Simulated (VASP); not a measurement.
Set up this calculation in VASP 6.6.1, as the native input.

```yaml
Task: band structure
Functional: TB-mBJ
Potentials_or_basis: VASP PAW PBE potentials, release 64 (Al, Ga_d, As)
Cutoff: 520 eV
k_mesh: 4 × 4 × 4
Occupations: gaussian, width 0.03 eV
Spin: spin-orbit coupling, no magnetisation
Further_INCAR_settings: ALGO = Normal; EDIFF = 1e-07; NBANDS = 152
```

The system is AlGa3As4.

```xyz
16
Lattice="-5.6685 5.6685 0.0000 -5.6686 0.0000 5.6678 0.0000 5.6686 5.6678" Properties=species:S:1:pos:R:3 pbc="T T T"
Al   -5.6685    5.6685   11.3331
Al   -8.5028    8.5028   11.3331
Ga   -2.8358    5.6671    8.5017
Ga   -5.6671    2.8358    8.5017
Ga   -5.6700    8.5013    8.5017
Ga   -8.5013    5.6700    8.5017
Ga   -8.5028    8.5028    5.6695
Ga   -5.6685    5.6685    5.6695
As   -9.9197    7.0860    7.0851
As   -7.0854    4.2517    7.0851
As   -7.0857    7.0857    4.2510
As   -9.9200    9.9200    9.9188
As   -4.2514    4.2514    4.2510
As   -7.0857    7.0857    9.9188
As   -7.0860    9.9197    7.0851
As   -4.2517    7.0854    7.0851
```

The cell was built by a generator and needn't be a form met in nature.

The input as run:

POSCAR

```
AlGa3As4                                
1.0
   -5.6685454392      5.6685454392      0.0000000000
   -5.6685671396     -0.0000217005      5.6678114552
    0.0000217005      5.6685671396      5.6678114552
  Al              Ga              As            
     2     6     8
Direct
     0.0002247072836741    0.9997752927163258    0.9997752927163258
     0.5002247072836742    0.9997752927163258    0.9997752927163258
     0.0000010609717054    0.5002642153653285    0.9997336626912678
     0.0000010609717054    0.9997336626912678    0.5002642153653285
     0.5000010609717054    0.5002642153653285    0.9997336626912678
     0.5000010609717054    0.9997336626912678    0.5002642153653285
     0.9998517478162511    0.5001482521837489    0.5001482521837489
     0.4998517478162511    0.5001482521837489    0.5001482521837489
     0.8749727129651700    0.8749767146731949    0.3750778593964652
     0.3749727129651700    0.8749767146731949    0.3750778593964652
     0.8749902470628604    0.3750097529371396    0.3750097529371396
     0.8749857499634708    0.8750142500365292    0.8750142500365292
     0.3749902470628604    0.3750097529371396    0.3750097529371396
     0.3749857499634708    0.8750142500365292    0.8750142500365292
     0.8749727129651700    0.3750778593964652    0.8749767146731949
     0.3749727129651700    0.3750778593964652    0.8749767146731949
```

INCAR.step1

```
PREC     = Accurate       # precision mode
ENCUT    = 520            # plane-wave cutoff, eV
EDIFF    = 1E-5           # SCF threshold, eV
ISMEAR   = 0              # smearing method
SIGMA    = 0.03           # smearing width, eV
LREAL    = False          # projectors in reciprocal space
LASPH    = True           # aspherical terms in the spheres
NELM     = 80             # most SCF steps
ALGO     = Normal         # electronic algorithm
ISIF     = 2              # what is computed and relaxed
LWAVE    = True           # write WAVECAR
LCHARG   = False          # write CHGCAR
LNONCOLLINEAR= True           # non-collinear magnetism
MAGMOM   = 0 0 0 0 0 0 0 0 0 0 0 0 0 0 0 0 0 0 0 0 0 0 0 0 0 0 0 0 0 0 0 0 0 0 0 0 0 0 0 0 0 0 0 0 0 0 0 0 # initial moments
LORBIT   = 11             # projections on sites
LSORBIT  = True           # spin-orbit coupling
GGA_COMPAT= False        
NBANDS   = 152            # bands
KPAR     = 4            
GGA      = PE             # functional
```

INCAR.step2

```
PREC     = Accurate       # precision mode
ENCUT    = 520            # plane-wave cutoff, eV
EDIFF    = 1E-7           # SCF threshold, eV
ISMEAR   = 0              # smearing method
SIGMA    = 0.03           # smearing width, eV
LREAL    = False          # projectors in reciprocal space
LASPH    = True           # aspherical terms in the spheres
NELM     = 80             # most SCF steps
ALGO     = Normal         # electronic algorithm
ISIF     = 2              # what is computed and relaxed
LWAVE    = False          # write WAVECAR
LCHARG   = False          # write CHGCAR
LNONCOLLINEAR= True           # non-collinear magnetism
MAGMOM   = 0 0 0 0 0 0 0 0 0 0 0 0 0 0 0 0 0 0 0 0 0 0 0 0 0 0 0 0 0 0 0 0 0 0 0 0 0 0 0 0 0 0 0 0 0 0 0 0 # initial moments
LORBIT   = 11             # projections on sites
LSORBIT  = True           # spin-orbit coupling
GGA_COMPAT= False        
METAGGA  = MBJ            # meta-GGA
NBANDS   = 152            # bands
KPAR     = 4            
ISTART   = 1
```

KPOINTS

```
regular mesh
0
Gamma
  4 4 4
```

KPOINTS_OPT

```
explicit points
6
Reciprocal
 0.0000000000  0.0000000000  0.0000000000 1
 0.3750000000  0.3750000000  0.7500000000 1
 0.5000000000  0.5000000000  0.5000000000 1
 0.6250000000  0.2500000000  0.6250000000 1
 0.5000000000  0.2500000000  0.7500000000 1
 0.5000000000  0.0000000000  0.5000000000 1
```

Potentials or basis: VASP PAW PBE potentials, release 64 (Al, Ga_d, As).

Command:

```bash
$ cat potpaw_PBE.64/Al/POTCAR potpaw_PBE.64/Ga_d/POTCAR potpaw_PBE.64/As/POTCAR > POTCAR
$ cp INCAR.step1 INCAR
$ mpirun -np 4 vasp_ncl > vasp.out
$ cp INCAR.step2 INCAR
$ mpirun -np 4 vasp_ncl > vasp.out
```

It gave:

```json
{
 "Valence electrons inside the program's atomic spheres": "Al 0.64; Ga 11.42, 11.43; As 2.96, 2.94, 2.98"
}
```

Wall time 110 min on 4 MPI ranks on AMD EPYC 9R45 96-Core Processor (Zen 5), with other jobs on the host, peak memory 3.8 GiB a rank.
